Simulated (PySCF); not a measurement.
Does the answer move with the share of exact exchange?

Species: norbornadiene, C₇H₈.
SMILES: `C1=C[C@H]2C=C[C@@H]1C2`

PySCF, def2-SVPD basis, density fitting, gas phase, PBE0-D3(BJ)/def2-SVP geometry; singlet excitations by full TDDFT with frozen cores, triplets by Tamm–Dancoff TDDFT and ionisation energies by ΔSCF, from the lowest of the holes tried. One functional is left out:

```
functional  exact exchange (%)  HOMO energy (eV)  LUMO energy (eV)  lowest singlet excitation (eV)  lowest triplet excitation (eV)  mean polarisability (au)  vertical ionisation energy (eV)
       LDA                   0             -5.60             -1.60                            4.51                            3.58                      74.9                             8.60
       PBE                   0             -5.43             -1.36                            4.56                            3.44                      74.3                             8.37
      PBE0                  25             -6.49             -0.38                            5.00                            3.44                      72.2                             8.46
 BHandHLYP                  50             -7.39              0.68                            5.25                            3.41                      71.1                             8.37
```

Problem. Predict the row of B3LYP (20 % exact exchange) by straight lines through the other rows, and check it.

Solution. 
```csv
property,line,computed,computed − line,"PBE0 (25 %), for comparison"
HOMO energy (eV),-6.27,-6.28,-0.01,-6.49
LUMO energy (eV),-0.61,-0.60,+0.01,-0.38
lowest singlet excitation (eV),4.85,4.88,+0.03,5.00
lowest triplet excitation (eV),3.46,3.48,+0.02,3.44
mean polarisability (au),73.0,72.9,-0.1,72.2
vertical ionisation energy (eV),8.45,8.45,0.00,8.46
```
